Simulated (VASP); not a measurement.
# Cs (Im-3m) in VASP: a series of runs

One crystal, Cs, is run at these levels: PBE; tasks: single point.

Everything below comes from runs of VASP 6.6.1. Logs are shortened: lines on timing, memory, paths and dates and some standing lists are left out, and cuts for length are marked.

**1. The crystal as given**

The structure is cubic, space group Im-3m (No. 229). The conventional cell has a = 6.257 Å, b = 6.257 Å, c = 6.257 Å, α = 90.00°, β = 90.00°, γ = 90.00°.

**2. Single point, PBE**

INCAR

```
ADDGRID  = False        
ALGO     = Normal         # electronic algorithm
EDIFF    = 1E-6           # SCF threshold, eV
ENCUT    = 700            # plane-wave cutoff, eV
GGA      = PE             # functional
ISIF     = 2              # what is computed and relaxed
ISMEAR   = 0              # smearing method
LASPH    = True           # aspherical terms in the spheres
LCHARG   = False          # write CHGCAR
LREAL    = False          # projectors in reciprocal space
LWAVE    = False          # write WAVECAR
NBANDS   = 10             # bands
NELM     = 100            # most SCF steps
PREC     = Accurate       # precision mode
SIGMA    = 0.15           # smearing width, eV
```

KPOINTS

```
k-points
0
Gamma
  9 9 9
```

POSCAR

```
Cs
1.0
   -3.1284650614      3.1284650614      3.1284650614
    3.1284650614     -3.1284650614      3.1284650614
    3.1284650614      3.1284650614     -3.1284650614
Cs
1
Direct
    0.0000000000      0.0000000000      0.0000000000
```

Potentials or basis: VASP PAW PBE potentials, release 64 (Cs_sv).

Launch:

```console
cat potpaw_PBE.64/Cs_sv/POTCAR > POTCAR
mpirun -np 1 vasp_std > vasp.out
```

OUTCAR:

```text
EDIFF = 1E-6
   ENCUT = 700
   GGA = PE
   ISIF = 2
   ISMEAR = 0
   LASPH = True
   LREAL = False
   NELM = 100
   PREC = Accurate

 Found     35 irreducible k-points:

 Following reciprocal coordinates:
            Coordinates               Weight
  0.000000  0.000000  0.000000      1.000000
  0.111111  0.000000  0.000000     12.000000
  0.222222  0.000000  0.000000     12.000000
  0.333333  0.000000  0.000000     12.000000
  0.444444  0.000000  0.000000     12.000000
  0.111111  0.111111  0.000000     24.000000
   k-points           NKPTS =     35   k-points in BZ     NKDIM =     35   number of bands    NBANDS=     10
   number of dos      NEDOS =    301   number of ions     NIONS =      1
   total plane-waves  NPLWV = 110592
   dimension x,y,z NGX =    48 NGY =   48 NGZ =   48
   dimension x,y,z NGXF=    96 NGYF=   96 NGZF=   96
   ions per type =               1
   NGX,Y,Z   is equivalent  to a cutoff of  14.73, 14.73, 14.73 a.u.
   NGXF,Y,Z  is equivalent  to a cutoff of  29.45, 29.45, 29.45 a.u.
 SYSTEM =  unknown system
   PREC   = accura    normal or accurate (medium, high low for compatibility)
   ISTART =      0    job   : 0-new  1-cont  2-samecut
   ICHARG =      2    charge: 1-file 2-atom 10-const
   ISPIN  =      1    spin polarized calculation?
   LNONCOLLINEAR =      F non collinear calculations
   LSORBIT =      F    spin-orbit coupling
   LASPH  =      T    aspherical Exc in radial PAW
   ENCUT  =  700.0 eV  51.45 Ry    7.17 a.u.  11.69 11.69 11.69*2*pi/ulx,y,z
   NELM   =    100;   NELMIN=  2; NELMDL= -5     # of ELM steps
   EDIFF  = 0.1E-05   stopping-criterion for ELM
   LREAL  =      F    real-space projection
   EDIFFG = 0.1E-04   stopping-criterion for IOM
   NSW    =      0    number of steps for IOM
   IBRION =     -1    ionic relax: 0-MD 1-quasi-New 2-CG
   NFREE  =      0    steps in history (QN), initial steepest desc. (CG)
   ISIF   =      2    stress and relaxation
   ISYM   =      2    0-nonsym 1-usesym 2-fastsym
   POTIM  = 0.5000    time-step for ionic-motion
   TEBEG  =    0.0;   TEEND  =   0.0 temperature during run
   PSTRESS=    0.0 pullay stress
   NELECT =       9.0000    total number of electrons
   NUPDOWN=      -1.0000    fix difference up-down
   EMIN   =  10.00;   EMAX   =-10.00  energy-range for DOS
   EFERMI =   0.00;   METHOD = LEGACY
   ISMEAR =     0;   SIGMA  =   0.15  broadening in eV -4-tet -1-fermi 0-gaus
   EFERMI_NEDOS =   21; number of points for ismear=-14 and -15
   IALGO  =     38    algorithm
   IMIX   =      4    mixing-type and parameters
     AMIX     =   0.40;   BMIX     =  1.00
     AMIX_MAG =   1.60;   BMIX_MAG =  1.00
  volume/ion in A,a.u.               =     122.48       826.51
  Fermi-wavevector in a.u.,A,eV,Ry     =   0.685706  1.295796  6.397353  0.470192
  Thomas-Fermi vector in A             =   1.765724
   LORBIT       =      0    0 simple, 1 ext, 2 COOP (PROOUT), +10 PAW based schemes
   GGA     = PE    functional components
   LHFCALC =     F    Hartree Fock is set to
   AEXX    =    0.0000 exact exchange contribution
   IVDW    =     0    specifies the selected vdW correction
   LEPSILON=     F    determine dielectric tensor
   LRPA    =     F    only Hartree local field effects (RPA)
 non-spin polarized calculation
 Gauss-broadening in eV      SIGMA  =   0.15
  energy-cutoff  :      700.00
  volume of cell :      122.48
 maximum number of plane-waves:      5233
   NGX = 23   NGY = 23   NGZ = 23

 number of electron       9.0000000 magnetization

 Free energy of the ion-electron system (eV)
  ---------------------------------------------------
  ext. energy  EPLUGINS =         0.00000000
  ---------------------------------------------------
  free energy    TOTEN  =        -0.85752386 eV

  energy without entropy =       -0.84477785  energy(sigma->0) =       -0.85115086

 E-fermi :   0.3024     XC(G=0):  -5.2519

 val. band max:        0.2862096413   @ k =  -0.3333   0.4444   0.1111
 cond. band min:       0.3654505669   @ k =  -0.4444   0.4444   0.1111
 fundamental gap:      0.0792409257
 Fermi energy:         0.3023557058

 k-point     1 :       0.0000    0.0000    0.0000
  band No.  band energies     occupation
      1     -23.5944      2.00000
      2     -10.3455      2.00000
      3     -10.3455      2.00000
      4     -10.3455      2.00000
      5      -1.3130      2.00000
      6       2.7552      0.00000
      7       2.7552      0.00000
      8       2.7552      0.00000
      9       3.5683      0.00000
     10       3.5683      0.00000

 k-point     2 :       0.1111    0.0000    0.0000
  band No.  band energies     occupation
      1     -23.5938      2.00000
      2     -10.3588      2.00000
      3     -10.3499      2.00000
      4     -10.3455      2.00000
      5      -1.1853      2.00000
      6       2.6195      0.00000
      7       2.6210      0.00000
      8       2.8822      0.00000
      9       3.3922      0.00000
     10       3.5473      0.00000

 k-point     3 :       0.2222    0.0000    0.0000
  band No.  band energies     occupation
      1     -23.5923      2.00000
      2     -10.3919      2.00000
      3     -10.3609      2.00000
      4     -10.3455      2.00000
      5      -0.8223      2.00000
      6       2.1526      0.00000
      7       2.3448      0.00000
      8       3.2563      0.00000
      9       3.3921      0.00000
     10       3.5510      0.00000

 k-point     4 :       0.3333    0.0000    0.0000
  band No.  band energies     occupation
      1     -23.5907      2.00000
      2     -10.4287      2.00000
      3     -10.3734      2.00000
      4     -10.3455      2.00000
      5      -0.2911      2.00000
      6       1.6322      0.00000
      7       2.1016      0.00000
      8       3.4905      0.00000
      9       3.6701      0.00000
     10       3.8557      0.00000

 k-point     5 :       0.4444    0.0000    0.0000
  band No.  band energies     occupation
      1     -23.5896      2.00000
      2     -10.4524      2.00000
      3     -10.3815      2.00000
      4     -10.3455      2.00000
      5       0.2453      1.40913
      6       1.2052      0.00000
      7       1.9672      0.00000
      8       3.4155      0.00000
      9       3.9125      0.00000
     10       4.6227      0.00000

 k-point     6 :       0.1111    0.1111    0.0000
  band No.  band energies     occupation
      1     -23.5928      2.00000
      2     -10.3816      2.00000
      3     -10.3548      2.00000
      4     -10.3487      2.00000
      5      -0.9392      2.00000
      6       2.3286      0.00000
      7       2.3984      0.00000
      8       3.1312      0.00000
      9       3.2503      0.00000
     10       3.6608      0.00000

 [... further k-points ...]
[... 5 lines left out ...]
  --------------------------------------------------------------------------------------
  -------------------------------------------------------------------------------------
  Total       -0.0677806     -0.0677806     -0.0677806      0.0000000      0.0000000     -0.0000000
  in kB       -0.8866701     -0.8866701     -0.8866701      0.0000000      0.0000000     -0.0000000
  external PRESSURE =      -0.8866701 kB  Pullay stress =       0.0000000 kB

 VOLUME and BASIS-vectors are now :
 -----------------------------------------------------------------------------
  energy-cutoff  :      700.00
  volume of cell :      122.48
      direct lattice vectors                 reciprocal lattice vectors
    -3.128465061  3.128465061  3.128465061     0.000000000  0.159822785  0.159822785
     3.128465061 -3.128465061  3.128465061     0.159822785  0.000000000  0.159822785
     3.128465061  3.128465061 -3.128465061     0.159822785  0.159822785  0.000000000

 POSITION                                       TOTAL-FORCE (eV/Angst)
 -----------------------------------------------------------------------------------
      0.00000      0.00000      0.00000         0.000000      0.000000     -0.000000
 -----------------------------------------------------------------------------------
    total drift:                                0.000000      0.000000      0.000000

  FREE ENERGIE OF THE ION-ELECTRON SYSTEM (eV)
  ---------------------------------------------------
  free  energy   TOTEN  =        -0.8575238627 eV

  energy  without entropy=       -0.8447778522  energy(sigma->0) =       -0.85115086
```

Wall time 32 s (1 thread of Intel Xeon Platinum 8375C at 2.90GHz (Ice Lake), shared host); peak memory 0.33 GiB.

These settings aren't checked as converged: the numbers below hold their error.

What came out:

```
Free energy            : -0.8575 eV
Pressure               : -0.1 GPa
Band gap on the k mesh : none (metal or under the smearing width)
```

**3. Single point, PBE**

INCAR

```
PREC = Accurate ; ENCUT = 520
EDIFF = 1E-6 ; ISMEAR = 0
SIGMA = 0.02 ; LREAL = False
LASPH = True ; NELM = 100
ALGO = Normal ; ISIF = 2
LWAVE = False ; LCHARG = False
GGA = PE ; NBANDS = 10
```

KPOINTS

```
regular mesh
0
Gamma
  6 6 6
```

POSCAR is that of step 2.

Potentials or basis: VASP PAW PBE potentials, release 54 (Cs_sv).

Launch:

```console
cat potpaw_PBE.54/Cs_sv/POTCAR > POTCAR
mpirun -np 1 vasp_std > vasp.out
```

It took 13 s on 1 thread of Intel Xeon Platinum 8488C (Sapphire Rapids), shared host; peak memory 0.22 GiB.

Results (log left out):

- Free energy: -0.8341 eV
- Pressure: -0.1 GPa
- Band gap on the k mesh: none (metal or under the smearing width)

Levels at points of the mesh, in eV from the Fermi level:
```tsv
k point	band 2	band 3	band 4	band 5	band 6	band 7
(0.00, 0.00, 0.00)	-10.67	-10.67	-10.67	-1.64	2.43	2.43
(0.50, 0.00, 0.00)	-10.78	-10.70	-10.67	0.04	0.79	1.63
(0.50, 0.50, 0.50)	-10.75	-10.75	-10.75	0.68	0.68	2.83
```

**4. Single point, PBE**

run.py

```python
from ase.calculators.vasp import Vasp
from ase.dft.bandgap import bandgap
from ase.spacegroup import crystal

atoms = crystal(
    ['Cs'],
    basis=[[0.0, 0.0, 0.0]],
    spacegroup=229,
    setting=1,
    cellpar=[6.25693012, 6.25693012, 6.25693012, 90.0, 90.0, 90.0],
    primitive_cell=True,
)
calc = Vasp(
    directory='calc',
    xc='pbe',
    pp='PBE',
    setups='recommended',
    pp_version='54',
    prec='Accurate',
    encut=520,
    ediff=1e-06,
    ismear=0,
    sigma=0.02,
    lreal=False,
    lasph=True,
    nelm=80,
    algo='Normal',
    isif=2,
    lwave=False,
    lcharg=False,
    kpts=[6, 6, 6],
    gamma=True,
)
atoms.calc = calc

print('energy (eV):', atoms.get_potential_energy())
print('free energy (eV):', atoms.get_potential_energy(force_consistent=True))
print('forces (eV/A):')
print(atoms.get_forces())
print('stress (eV/A^3, Voigt):', atoms.get_stress())
print('Fermi level (eV):', calc.get_fermi_level())
gap, top, bottom = bandgap(calc)
print('band gap (eV):', gap, 'from (spin, k, band)', top, 'to', bottom)
```

Potentials or basis: VASP PAW PBE potentials, release 54 (Cs_sv).

Launch:

```console
python run.py
```

Log:

```text
energy (eV): -0.83286308
free energy (eV): -0.83410521
forces (eV/A):
[[-0.  0.  0.]]
stress (eV/A^3, Voigt): [ 0.00045244  0.00045244  0.00045244 -0.         -0.         -0.        ]
Fermi level (eV): 0.39543558
band gap (eV): 0.0 from (spin, k, band) (None, None, None) to (None, None, None)
```

OUTCAR:

```text
ENCUT = 520.000000
   EDIFF = 1.00e-06
   GGA = PE
   PREC = Accurate
   ISIF = 2
   ISMEAR = 0
   NELM = 80
[... 382 lines left out ...]
 -----------------------------------------------------------------------------------
      0.00000      0.00000      0.00000        -0.000000      0.000000      0.000000
 -----------------------------------------------------------------------------------
    total drift:                               -0.000000     -0.000000     -0.000000

  FREE ENERGIE OF THE ION-ELECTRON SYSTEM (eV)
  ---------------------------------------------------
  free  energy   TOTEN  =        -0.8341052100 eV

  energy  without entropy=       -0.8316209547  energy(sigma->0) =       -0.83286308
```

INCAR:

```text
ENCUT = 520.000000
SIGMA = 0.020000
EDIFF = 1.00e-06
ALGO = Normal
GGA = PE
PREC = Accurate
ISIF = 2
ISMEAR = 0
NELM = 80
LASPH = .TRUE.
LCHARG = .FALSE.
LWAVE = .FALSE.
LREAL = .FALSE.
```

Wall time 15 s (1 thread of Intel Xeon Platinum 8488C (Sapphire Rapids), shared host); peak memory 0.22 GiB.

What came out:

- Free energy: -0.8341 eV
- Pressure: -0.1 GPa
- Band gap on the k mesh: none (metal or under the smearing width)

Spin-orbit coupling is left out, which matters for the levels of Cs.

**5. The reference run**

An earlier run on the cell as given: functional PBE; potentials or basis VASP PAW PBE potentials, release 64 (Cs_sv); cutoff 520 eV; k mesh 6 × 6 × 6; occupations fermi-dirac, width 0.05 eV; no spin polarisation.

* Pressure: -0.1 GPa
* Band gap on the k mesh: none (metal or under the smearing width)
